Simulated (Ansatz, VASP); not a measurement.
Rh: VASP beside Ansatz

INCAR

```
SYSTEM = Rh
  PREC = Accurate
  ENCUT = 520
  EDIFF = 1E-6
  ISMEAR = -1
  SIGMA = 0.1
  LREAL = .FALSE.
  LASPH = .TRUE.
  NELM = 60
  ALGO = Normal
  ISIF = 2
  LWAVE = .FALSE.
  LCHARG = .FALSE.
  GGA = CA
  NBANDS = 22
```

KPOINTS

```
regular mesh
0
G
  12 12 7
  0 0 0
```

Contents of POSCAR:

```
Rh
1.0
    2.7309790000      0.0000000000      0.0000000000
   -1.3654900000      2.3650970000      0.0000000000
    0.0000000000      0.0000000000      4.4284890000
Rh
2
Direct
    0.6666666667      0.3333333333      0.7500000000
    0.3333333333      0.6666666667      0.2500000000
```

Input for Ansatz:

```yaml
crystal:
  lattice:
    - [2.730979, 0.0, 0.0]
    - [-1.36549, 2.365097, 0.0]
    - [0.0, 0.0, 4.428489]
  atoms:
    - { symbol: Rh, position: [0.6666666666666666, 0.3333333333333333, 0.75] }
    - { symbol: Rh, position: [0.3333333333333333, 0.6666666666666666, 0.25] }
basis:
  ecutwfc: 489.804952427784
kpoints:
  mp_grid:
    grid: [12, 12, 7]
hamiltonian:
  xc: lda
scf:
  occupations:
    method: fermi_dirac
output:
  stress: true
```

This isn't the form of Rh at room conditions, which is fcc.

Alike in both runs: task single point; functional LDA; k mesh 12 × 12 × 7; no spin polarisation.

|  | VASP | Ansatz |
| --- | --- | --- |
| version | VASP 6.6.1 | Ansatz 0.2.0 |
| potentials or method | VASP PAW LDA potentials, release 64 (Rh_pv) | plane waves, PAW |
| plane-wave cutoff (eV) | 520 | 490 |
| occupations | fermi-dirac, width 0.1 eV | fermi-dirac |
| valence electrons in the cell | 30 | 34 |

```tsv
	VASP	Ansatz	Ansatz less VASP
pressure (GPa)	-18.3	-19.0	-0.71
largest component of the traceless stress (GPa)	1.00	1.01	+0.012
```

The two sets of potentials don't hold the same shells in valence.

Caveats: so large a pressure means that the cell lies far from this level's equilibrium, or that cutoff or potentials fall short (VASP).
